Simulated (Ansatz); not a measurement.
A single-point calculation of GaSb in the zincblende structure with the PAW code Ansatz, at the level r2SCAN+SOC. The cell was relaxed with r2SCAN and then strained (epitaxial -3.0 % in the plane normal to [111], free normal strain +1.38 %), with the atoms relaxed again with r2SCAN; k points keep the names of the unstrained zone.

Input (YAML):
```yaml
crystal:
  lattice:
    - [0.0895588749, 3.0634613089, 3.0634613089]
    - [3.0634613089, 0.0895588749, 3.0634613089]
    - [3.0634613089, 3.0634613089, 0.0895588749]
  atoms:
    - { symbol: Ga, position: [0.0020720402, 0.0020720402, 0.0020720402] }
    - { symbol: Sb, position: [0.2479279598, 0.2479279598, 0.2479279598] }
kpoints:
  mp_grid: { grid: [8, 8, 8] }
  band_path:
    path:
      - [0.0, 0.0, 0.0]
      - [-0.5, -0.5, 0.0]
      - [-0.375, -0.375, 0.25]
      - [-0.375, 0.0, 0.375]
      - [0.0, 0.0, 0.5]
      - [-0.5, -0.25, 0.25]
    npoints: 1
hamiltonian:
  xc: r2scan
scf:
  occupations: { method: fermi_dirac, width: 0.02 }
  n_extra_bands: 8
magnetization:
  noncollinear: true
  spin_orbit: true
output:
  forces: true
  stress: true
  eigenvalues: true
```

It took 8.9 s on 1 × NVIDIA H100 80GB HBM3 with 2 threads of AMD EPYC 7R13 Processor (Zen 3), with other jobs on the host, load about 0.7 per core; peak host memory 1.2 GiB.

Main lines of the log:
```
scf.n_extra_bands = 8 over 28 filled bands (N_el = 28.0): the run solves 36 bands
Functional definition: r2SCAN
Crystal: 2 atoms, lattice volume = 54.979 Å³
Basis set: ecut = 500 eV, 1393 PW (Γ)
Symmetry: 6 space group operations + 6 with time reversal
Magnetic group: BNS 160.66 (UNI 1296)
k-points: 65 of 512 (time reversal used)
preconditioner: auto → none  [insulator: Δε(μ)=0.117 eV  σ=0.020 eV  ℏωp=21.2 eV]
NSCF: frozen V_eff on 6 k-points
SCF converged after 7 iterations
Magnetization: |M| = 0.0000 μB,  M = (+0.0000, +0.0000, +0.0000) μB
Free energy (F): -10276.545097 eV
Fermi energy:    8.555820 eV
--- Forces (eV/Å), atoms counted from 1 ---
  atom   1  Ga      0.00487      0.00487      0.00487
  atom   2  Sb    -0.00488    -0.00488    -0.00488
--- Stress (GPa, compression-positive) ---
        2.842021      -1.421764      -1.421764
       -1.421764       2.842021      -1.421764
       -1.421764      -1.421764       2.842021
  P = ⅓ Tr σ = 2.8420 GPa (28.420 kbar)
```

bands.tsv, columns around the gap (it counts bands from 0):
```tsv
# k_distance	band_18	band_19	band_20	band_21	band_22	band_23	band_24	band_25	band_26	band_27	band_28	band_29	band_30	band_31	band_32	band_33	band_34	band_35
# fermi_ev = 8.555820
# [0, 0, 0] at k_distance = 0.000000
# [-0.5, -0.5, 0] at k_distance = 1.041391
# [-0.375, -0.375, 0.25] at k_distance = 1.404198
# [-0.375, 0, 0.375] at k_distance = 2.044993
# [0, 0, 0.5] at k_distance = 2.685788
# [-0.5, -0.25, 0.25] at k_distance = 3.411403
# levels_relative_to = fermi_ev
0.000	-15.828	-15.828	-12.709	-12.709	-1.046	-1.046	-0.360	-0.360	-0.123	-0.123	0.208	0.208	2.308	2.308	2.590	2.590	2.694	2.694
1.041	-15.821	-15.821	-9.926	-9.926	-7.718	-7.718	-3.544	-3.544	-3.128	-3.128	0.481	0.481	1.043	1.043	8.826	8.826	9.078	9.078
1.404	-15.822	-15.817	-10.052	-10.050	-7.555	-7.452	-4.609	-4.409	-2.766	-2.747	1.328	1.348	3.374	3.488	6.657	6.807	6.913	6.950
2.045	-15.821	-15.816	-9.956	-9.952	-7.565	-7.459	-4.517	-4.314	-3.068	-3.045	0.906	0.926	4.059	4.194	6.281	6.405	7.208	7.339
2.686	-15.817	-15.817	-10.811	-10.811	-7.258	-7.258	-2.077	-2.077	-1.625	-1.625	0.146	0.146	3.404	3.404	3.559	3.559	6.358	6.358
3.411	-15.822	-15.816	-9.877	-9.870	-7.618	-7.495	-4.363	-4.046	-3.911	-3.876	3.342	3.657	4.010	4.072	4.506	4.571	4.814	4.854
```
In order the rows are Γ, X, U, K, L, W.

With r2SCAN+SOC the valence top lies at Γ and the conduction bottom at L, 0.27 eV higher; the smallest vertical gap, at Γ, is 0.33 eV. Edges are sought over the mesh and the listed points. The mean pressure at these positions is +2.84 GPa, compression counted positive.

The values are computed, non-magnetic, and not measurements.
